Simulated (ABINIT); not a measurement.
The system is Pb.

```
Pb
1.0
     0.00000    2.47502    2.47502
     2.47502    0.00000    2.47502
     2.47502    2.47502    0.00000
Pb
1
Direct
  0.00000 0.00000 0.00000
```

Base run:

| Property | Result |
| --- | --- |
| Program | ABINIT 10.8.3 (patched build) |
| Functional | r2SCAN |
| Potentials or basis | Ansatz NC r2SCAN |
| Cutoff | 1007 eV |
| k mesh | 9 × 9 × 9 |
| Occupations | fermi-dirac, width 0.05 eV |
| Spin | no spin polarisation |

Its results: band gap on the k mesh none (metal or under the smearing width); pressure 1.1 GPa.

Question: The run is repeated on the same cell with these changes: potentials or basis from Ansatz NC r2SCAN to SG15 NC PBE v1.2; cutoff from 1007 eV to 599 eV. What comes out?

Answer: Band gap on the k mesh none (metal or under the smearing width); pressure -0.3 GPa.

Caveats: spin-orbit coupling is left out, which moves the levels of the heavy elements; the potentials were made for another functional, which shifts forces and pressure (some runs).
